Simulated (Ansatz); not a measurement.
HgTe, DFT, PBE, all-electron LAPW, scalar-relativistic (Ansatz 0.2.0), run on 1 thread of Arm Neoverse V2 on a shared host.

The geometry is COD entry 1538296, unchecked; take it as a test cell. The listed cell was then made from it by scaling, straining or moving an atom.

Command: `ansatz run input.yaml --threads 1 --pin off --max-ram 2048MiB --backend cpu --events-out ev --progress --plain --runs-dir out`

```yaml
crystal:
  lattice:
    - [0.0, 2.9215, 2.9215]
    - [2.9215, 0.0, 2.9215]
    - [2.9215, 2.9215, 0.0]
  atoms:
    - { symbol: Hg, position: [0.0, 0.0, 0.0] }
    - { symbol: Te, position: [0.5205373952, 0.5205373952, 0.4794626048] }
kpoints:
  mp_grid: { grid: [12, 12, 12] }
scf:
  occupations: { method: fermi_dirac, width: 0.08 }
hamiltonian:
  xc: pbe
  pseudopotentials: { kind: all_electron, lapw: { basis_error: 0.001 } }
output:
  forces: true
  stress: true
  eigenvalues: true
```

Question: How large is the problem that the program sets up?

Answer: 163 irreducible k-points, 459 plane waves at Γ, 41 bands.

Question: About how long does it take, and how much memory does it use?

Answer: 120 s of wall time for 8 SCF iterations, with a peak of 0.66 GiB. Times on shared machines scatter by tens of per cent.

Question: And the same cell and mesh by PAW with the default files, asked for forces, stress, eigenvalues, efg, on the same hardware?

Answer: 15 s, peak memory 0.5 GiB.

Question: And the same cell and mesh by all-electron PAW (datasets made for this crystal), asked for forces, stress, eigenvalues, efg, on the same hardware?

Answer: 21 s, peak memory 0.72 GiB.
